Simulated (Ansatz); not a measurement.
**Rh under pressure**

Method: DFT r2SCAN, scalar-relativistic, plane waves, PAW in Ansatz 0.2.0. Run with 500 eV cutoff, 18×18×6 k-mesh, Gaussian smearing of 0.10 eV, no spin polarisation.

The relaxed crystal:

```
Rh
1.0
     2.68885    0.00000    0.00000
    -1.34442    2.32861    0.00000
     0.00000    0.00000    8.77740
Rh
4
Direct
  0.00000 0.00000 0.00000
  0.33333 0.66667 0.25000
  0.00000 0.00000 0.50000
  0.66667 0.33333 0.75000
```

Cell and atoms are relaxed at each pressure within the symmetry of the start, at zero temperature, so transitions that lower the symmetry aren't seen. The k-mesh given is that at zero pressure and may differ at others.

Q: Give the structure at -3 GPa.

A:
```
Rh
1.0
     2.69884    0.00000    0.00000
    -1.34942    2.33726    0.00000
     0.00000    0.00000    8.80849
Rh
4
Cartesian
  0.0000 0.0000 0.0000
  0.0000 1.5582 2.2021
  0.0000 0.0000 4.4042
  1.3494 0.7791 6.6064
```
Symmetry: P6_3/mmc, No. 194, hexagonal system. Conventional cell: a = 2.699 Å, b = 2.699 Å, c = 8.808 Å, α = 90.00°, β = 90.00°, γ = 120.00°. Rh (site symmetry -3m) has 12 Rh at 2.70 Å as nearest neighbours. Rh (site symmetry -6m2) has 12 Rh at 2.70 Å as nearest neighbours.

This form isn't the element's structure at ambient conditions.